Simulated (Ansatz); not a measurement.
The system is BaTiO3.

```xyz
5
Lattice="3.9998 0.0000 0.0000 0.0000 3.9998 0.0000 0.0000 0.0000 4.0180" Properties=species:S:1:pos:R:3 pbc="T T T"
Ba    0.0000    0.0000    0.0000
Ti    1.9999    1.9999    1.9688
O     0.0000    1.9999    2.0773
O     1.9999    0.0000    2.0773
O     1.9999    1.9999    0.0763
```

Base run:

```yaml
Program: Ansatz 0.2.0
Functional: PBEsol
Potentials_or_basis: all-electron LAPW, scalar-relativistic
Cutoff: 400 eV (chosen from the basis error)
Basis_error_allowed: 0.002 eV/atom
k_mesh: 7 × 7 × 7
Occupations: fermi-dirac, width 0.05 eV
Spin: no spin polarisation
```

Its results: band gap on the k mesh 1.88 eV, indirect (least direct gap 2.04 eV); pressure -3.8 GPa; largest force 0.359 eV/Å.

Q: The run is repeated on the same cell with these changes: functional from PBEsol to PBE. What comes out?

A: Band gap on the k mesh 1.92 eV, indirect (least direct gap 2.08 eV); pressure 2.4 GPa; largest force 0.311 eV/Å.

PBE binds less tightly than PBEsol, so the same cell stands under more pressure.

Caveats: spin-orbit coupling is left out, which moves the levels of the heavy elements; the mesh misses the band edges, which the band path finds closer together.
